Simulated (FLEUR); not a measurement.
ZnO (zincite) under changes of volume

One of the cells (11.900 Å³/atom); the others are scaled copies at fixed shape and fractional positions:

```
Zn O
1.0
     3.24931    0.00000    0.00000
    -1.62465    2.81398    0.00000
     0.00000    0.00000    5.20571
Zn O
2 2
Direct
  0.66667 0.33333 0.00000
  0.33333 0.66667 0.50000
  0.33333 0.66667 0.87901
  0.66667 0.33333 0.37901
```

| Quantity | Value |
| --- | --- |
| Program | FLEUR MaX-R8.1 (later development tree) |
| Functional | PBEsol |
| Potentials or basis | all-electron |
| Basis | FLAPW |
| Kmax | 5.16 1/bohr |
| k mesh | 9 × 9 × 5 |
| Occupations | fermi-dirac, width 0.05 eV |
| Spin | no spin polarisation |

| volume (Å³/atom) | energy over the lowest point (meV/atom) | gap on the mesh (eV) |
| --- | --- | --- |
| 11.186 | 13.91 | 0.80 |
| 11.424 | ? | ? |
| 11.662 | 0.00 | 0.74 |
| 11.900 | 0.15 | 0.71 |
| 12.138 | 4.50 | 0.69 |
| 12.376 | 12.48 | 0.66 |
| 12.614 | 23.81 | 0.63 |

Task: What does the run at 11.424 Å³/atom give?

Result: Energy over the lowest point 4.42 meV/atom; gap on the mesh 0.77 eV.

Worked out: A Birch-Murnaghan fit of order 3 (a polynomial in V^(-2/3)) to the other rows has its minimum at 11.77 Å³/atom with B0 = V·E''(V) = 145 GPa and B' = 4.3 at fixed shape and positions, which overstates the stiffness. It gives 4.39 meV/atom at 11.424 Å³/atom, against the run's 4.42. A straight line through the other rows of the gap, of slope -1.39 eV per unit of ln V (its deformation potential), gives 0.77 eV, against the run's 0.77.

Energies are extrapolated to zero smearing.
